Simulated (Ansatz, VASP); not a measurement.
# SnSe: VASP beside Ansatz

```
Sn Se
1.0
     0.00000    2.91619    2.91619
     2.91619    0.00000    2.91619
     2.91619    2.91619    0.00000
Sn Se
1 1
Direct
  0.00000 0.00000 0.00000
  0.50000 0.50000 0.50000
```

Alike in both runs: functional LDA; k mesh 8 × 8 × 8; no spin polarisation.

Ansatz relaxed the structure, and its values are those at the end. VASP's run is a single point on that final structure, the one shown.

|  | VASP | Ansatz |
| --- | --- | --- |
| version | VASP 6.6.1 | Ansatz 0.2.0 |
| potentials or method | VASP PAW LDA potentials, release 64 (Sn_d, Se) | scalar-relativistic, plane waves, PAW |
| plane-wave cutoff (eV) | 520 | 420 |
| occupations | gaussian, width 0.01 eV | fixed |
| valence electrons in the cell | 20 | 30 |

```csv
,VASP,Ansatz,Ansatz less VASP
gap on the k mesh at the Fermi level (eV),0.72,0.73,+0.010
least direct gap on the mesh (eV),0.92,0.94,+0.015
pressure (GPa),2.1,2.0,-0.12
```

The two sets of potentials don't hold the same shells in valence.

Caveats: spin-orbit coupling is left out, which moves the levels of the heavy elements. A k mesh can miss the band edges.
